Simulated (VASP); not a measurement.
A run of VASP 6.6.1:

File INCAR:

```
  ALGO = Fast
  EDIFF = 1E-7
  EDIFFG = -0.002
  ENCUT = 520
  GGA = PE
  IBRION = 2
  ISIF = 3
  ISMEAR = 0
  LASPH = T
  LCHARG = F
  LREAL = F
  LWAVE = F
  NELM = 100
  NSW = 80
  PREC = Accurate
  SIGMA = 1.0
```

Contents of KPOINTS:

```
k-points
0
Gamma
  12 12 6
```

POSCAR

```
AlN                                     
1.0
    3.1285905648     -0.0000000000     -0.0000000000
   -1.5642952824      2.7094389052      0.0000000000
   -0.0000000000     -0.0000000000      5.0164344484
  Al              N             
     2     2
Direct
     0.3333333300000021    0.6666666699999979    0.9992562587616869
     0.6666666699999979    0.3333333300000021    0.4992562587616868
     0.3333333300000021    0.6666666699999979    0.3807437412383158
     0.6666666699999979    0.3333333300000021    0.8807437412383157
```

Potentials or basis: VASP PAW PBE potentials, release 64 (Al, N).

Launch:

```sh
$ cat potpaw_PBE.64/Al/POTCAR potpaw_PBE.64/N/POTCAR > POTCAR
$ mpirun -np 1 vasp_std > vasp.out
```

Hardware: 1 thread of Intel(R) Xeon(R) Platinum 8488C (Sapphire Rapids) (shared host).

Question: How long does it take, and how much memory?

Answer: It took 28 s on 1 thread of Intel(R) Xeon(R) Platinum 8488C (Sapphire Rapids), with other jobs on the host, peak memory 0.16 GiB. Counts: scf iterations 17, k points 76, ion steps 1.
